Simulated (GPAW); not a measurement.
Wanted: an ASE script for a GPAW 26.7.0 run.

```
Task                : relaxation of cell and atoms
Functional          : PBEsol
Dispersion          : D4
Potentials or basis : PAW data sets generated in the run's folder for this functional
Cutoff              : 600 eV
Basis               : pw
k mesh              : 8 × 8 × 5
Occupations         : fermi-dirac, width 0.05 eV
Spin                : no spin polarisation
Maxiter             : 150
Optimizer           : BFGS
Fmax                : 0.02 eV/Å
Max steps           : 60
Convergence         : density=1e-05 forces=0.0001
```

Crystal: Hf.

```
CELL_PARAMETERS angstrom
3.19670 0.00000 0.00000
-1.59835 2.76842 0.00000
0.00000 0.00000 5.05780
ATOMIC_POSITIONS crystal
Hf 0.66667 0.33333 0.75000
Hf 0.33333 0.66667 0.25000
```

One way to write it, as run:

run.py

```python
from ase import Atoms
from ase.calculators.mixing import SumCalculator
from ase.filters import FrechetCellFilter
from ase.io import write
from ase.optimize import BFGS
from dftd4.ase import DFTD4
from gpaw import GPAW, PW, setup_paths

setup_paths.insert(0, '.')

atoms = Atoms(['Hf', 'Hf'],
              cell=[[3.1967, 0.0, 0.0],
                    [-1.59835, 2.7684234083, 0.0],
                    [0.0, 0.0, 5.0578]],
              scaled_positions=[[0.6666666667, 0.3333333333, 0.75],
                                [0.3333333333, 0.6666666667, 0.25]],
              pbc=True)

calc = GPAW(mode=PW(600),
            xc='PBEsol',
            kpts={'size': (8, 8, 5), 'gamma': True},
            occupations={'name': 'fermi-dirac', 'width': 0.05},
            nbands=24,
            convergence={'density': 1e-05, 'forces': 0.0001},
            maxiter=150,
            txt='gpaw.txt')
atoms.calc = SumCalculator([calc, DFTD4(method='pbesol')])
opt = BFGS(FrechetCellFilter(atoms), trajectory='relax.traj', logfile='-')
done = opt.run(fmax=0.02, steps=60)
calc.write('gs.gpw')
write('result.traj', atoms)
print('Converged:', done)
print('Cell:', atoms.cell.cellpar().round(4))
print('Volume:', round(atoms.get_volume(), 4))
print(atoms.get_scaled_positions().round(5))
```

Potentials or basis: PAW data sets generated in the run's folder for this functional, pw.

The run is started by

```sh
$ gpaw-setup -f PBEsol Hf
$ OMP_NUM_THREADS=1 python run.py
```

It gave:

* Relaxed volume: 21.55 Å³/atom
* Relaxed cell: a = 3.158 Å, b = 3.158 Å, c = 4.991 Å, α = 90.00°, β = 90.00°, γ = 120.00°
* Space group after relaxing (to 0.05 Å): P6_3/mmc (No. 194)
* Energy gained by relaxing: 10.4 meV/atom
* Ionic steps: 3
* Pressure after relaxing: 0.1 GPa
* Band gap on the k mesh: none (metal or under the smearing width)
* Dispersion energy per atom: -0.127 eV

Caveat: later steps reuse the first step's grids; pairwise dispersion overbinds metals, which lowers pressure and volume.

It took 69 s on 1 thread of Arm Neoverse V1, with other jobs on the host, peak memory 0.2 GiB.
